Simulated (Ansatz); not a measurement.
Write the native input for Ansatz 0.2.0 that does the following.

```yaml
Task: band structure
Functional: PBEsol
Potentials_or_basis: all-electron LAPW, scalar-relativistic
Cutoff: 365 eV (chosen from the basis error)
Basis_error_allowed: 0.001 eV/atom
k_mesh: 9 × 9 × 9
Occupations: fermi-dirac, width 0.05 eV
Spin: collinear spin, ferromagnetic start
Starting_moments: "[4.0, 0.0] μB"
```

Crystal: MnO.

```
Mn O
1.0
     2.97129   -1.71698    0.00000
     2.97129    1.71698    0.00000
    -1.98463    0.00000    2.81031
Mn O
1 1
Direct
  0.50020 0.50020 0.50067
  0.74980 0.74980 0.24934
```

The cell comes from a database or a generator and needn't be the stable form of this composition.

These files were run (other wordings do the same):

input.yaml

```yaml
crystal:
  lattice:
    - [2.9712935166, -1.7169813801, 0.0]
    - [2.9712935166, 1.7169813801, 0.0]
    - [-1.9846287531, 0.0, 2.8103092467]
  atoms:
    - { symbol: Mn, position: [0.500199, 0.500199, 0.500665], spin: 4.0 }
    - { symbol: O, position: [0.7498025, 0.7498025, 0.249336] }
kpoints:
  mp_grid: { grid: [9, 9, 9] }
  band_path:
    path: [[0.0, 0.0, -0.5], [0.0, 0.0, 0.0], [0.5, 0.0, 0.0]]
    npoints: 8
scf:
  occupations: { method: fermi_dirac, width: 0.05 }
hamiltonian:
  xc: pbesol
  pseudopotentials: { kind: all_electron, lapw: { basis_error: 0.001 } }
magnetization:
  spin_polarized: true
output:
  forces: true
  stress: true
  eigenvalues: true
```

Potentials or basis: all-electron LAPW, scalar-relativistic.

Run with:

```bash
$ ansatz run input.yaml --threads 2 --pin off --max-ram 6144MiB --backend cpu --events-out ev --progress --plain --runs-dir out
```

Results of the run:

The pressure is -8.4 GPa and the band gap along the path is none (metal or under the smearing width). The net moment is 5.00 μB per cell, the absolute moment is 5.00 μB per cell and the site moments are Mn +4.34; O +0.20 μB.

Caveat: a cell with one magnetic atom can't hold antiferromagnetic order, which such compounds often take; semilocal functionals often make such compounds metallic where correlation or magnetic order opens a gap, which also shifts bond lengths.

Wall time 77 s on 2 threads of AMD EPYC 7R43 64-Core Processor (Zen 3) (shared host), peak memory 0.8 GiB.
